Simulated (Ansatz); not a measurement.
**MnS: pressure against volume**

MnS, F-43m, a = 5.464 Å. This isn't the usual stable structure of the compound. Ansatz: PBEsol, PAW, 420 eV, Γ-centred 14×14×14 mesh on 2 atoms, Gaussian smearing 0.10 eV; collinear spin, largest moment 3.9 μB. Symmetry fixes shape and atoms, so the cell is only scaled; pressure is positive in compression.

```tsv
V (Å³/atom)	P (GPa)
17.943	4.04
18.555	2.94
19.166	1.87
19.778	0.71
20.390	-0.02
21.001	-0.82
21.613	?
22.429	-2.97
```

Take V0 = 20.390 Å³/atom, count pressures from its P0 = -0.02 GPa, fit the third-order Birch–Murnaghan form to the other rows, and predict the missing pressure.

With the Eulerian strain f = ½[(V0/V)^(2/3) − 1] and y = (P − P0)/[3f(1 + 2f)^(5/2)], the form is the line y = B0 + 1.5 B0 (B0′ − 4) f. Rows (f, y): 0.04448, 24.6; 0.03244, 26.0; 0.02107, 27.0; 0.01026, 22.5; -0.00975, 28.7; -0.03078, 37.4. Means f = 0.01129, y = 27.700; Σ(Δf)² = 0.003858, ΣΔfΔy = -0.5695; the slope is their ratio. y = 29.37 − 147.6 f GPa, so B0 = 29.4 GPa and B0′ = 4 + 2 × (-147.6)/(3 × 29.37) = 0.65. At V = 21.613, f = -0.01904, y = 32.18 and P = -1.69 GPa. The run gave -1.73 GPa, so the fit is 0.04 GPa too high, within the rms miss on the fitted rows (0.19 GPa). Note that the largest moment runs from 3.33 to 4.18 μB along the series. With a term in f² added B0′ becomes -1.01, so this figure hangs on the form. A B0′ outside 2 to 8 is unusual except in layered or molecular crystals, and here it hangs on few rows.

The largest moment runs from 3.33 to 4.18 μB along the series, so B0 and B0′ hold the change of the moment too.

The cell holds one magnetic atom, so it can only be ferromagnetic; an antiferromagnetic order may lie lower.